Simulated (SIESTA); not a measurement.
Crystal: ZnS (Wurtzite-6H).

```
Zn S
1.0
     3.81200    0.00000    0.00000
    -1.90600    3.30129    0.00000
     0.00000    0.00000   18.68999
Zn S
6 6
Direct
  0.33333 0.66667 0.83333
  0.66667 0.33333 0.33333
  0.66667 0.33333 0.66667
  0.33333 0.66667 0.16667
  0.00000 0.00000 0.50000
  0.00000 0.00000 0.00000
  0.33333 0.66667 0.95833
  0.66667 0.33333 0.45833
  0.66667 0.33333 0.79167
  0.33333 0.66667 0.29167
  0.00000 0.00000 0.62500
  0.00000 0.00000 0.12500
```

Base run:

| Quantity | Value |
| --- | --- |
| Program | SIESTA 5.4.2 |
| Functional | PBE |
| Potentials or basis | PseudoDojo 0.4 standard (PBE files) |
| Basis | DZP (energy shift 0.002 Ry) |
| Grid cutoff | 800 Ry |
| Energy shift | 0.002 Ry |
| k mesh | 8 × 8 × 2 |
| Occupations | fermi-dirac, width 0.05 eV |
| Spin | no spin polarisation |

Its results: band gap on the k mesh 2.82 eV, direct; pressure 4.0 GPa; largest force 0.035 eV/Å.

Question: After a change of settings the same cell gave: band gap on the k mesh 2.41 eV, direct; pressure 0.4 GPa; largest force 0.036 eV/Å. Which change was it?
A. basis from DZP (energy shift 0.002 Ry) to TZP (energy shift 0.01 Ry); energy shift from 0.002 Ry to 0.01 Ry
B. functional from PBE to PBEsol; potentials or basis from PseudoDojo 0.4 standard (PBE files) to PseudoDojo 0.4 standard (PBEsol files)
C. functional from PBE to RPBE
D. basis from DZP (energy shift 0.002 Ry) to TZP (energy shift 0.002 Ry)

Answer: A.

Caveats: semicore shells carry a single zeta, which can move pressures by several GPa and volumes by a few percent; the valence orbitals were made in a potential fitted to the semicore shell under them, which widens gaps by tenths of an eV or more; the cell's inner coordinates are idealised or old, which leaves forces on the atoms; the basis of atomic orbitals isn't converged, which shifts pressures, moduli and gaps.

Not every run made on this cell is shown here.
